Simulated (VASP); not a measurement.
Crystal: TaN.

```
Ta N
1.0
     2.93994    0.00000    0.00000
    -1.46997    2.54606    0.00000
     0.00000    0.00000    2.89018
Ta N
1 1
Direct
  0.00000 0.00000 0.50000
  0.66667 0.33333 0.00000
```

The cell comes from a database or a generator and needn't be the stable form of this composition.

* Program: VASP 6.6.1
* Task: relaxation of cell and atoms
* Functional: PBEsol
* Potentials or basis: VASP PAW PBE potentials, release 64 (Ta, N)
* Cutoff: 580 eV
* k mesh: 18 × 18 × 14
* Occupations: gaussian, width 0.1 eV
* Spin: no spin polarisation

At the start: pressure -6.7 GPa; volume 10.82 Å³/atom.

**Question.** How do energy, volume and symmetry change on relaxing?

**Answer.** Over 6 steps the energy falls by 4.2 meV/atom and the volume is 10.62 Å³/atom (-1.8 %); space group P-6m2 (No. 187, to 0.05 Å).

Step by step:
```csv
step,energy change (eV),largest force (eV/Å),pressure (GPa),volume (Å³)
1,0.0000,0.0000,-6.71,21.63
2,0.0529,0.0000,20.43,20.25
3,-0.0084,0.0000,-0.13,21.25
4,-0.0084,0.0000,0.00,21.24
5,-0.0084,0.0000,0.02,21.24
6,-0.0084,0.0000,0.01,21.24
```

Final structure:
```
Ta N
1.0
     2.92261    0.00000    0.00000
    -1.46130    2.53105    0.00000
     0.00000    0.00000    2.87134
Ta N
1 1
Direct
  0.00000 0.00000 0.50000
  0.66667 0.33333 0.00000
```

Caveat: the PAW data sets were made with another functional, which shifts forces and pressure a little.
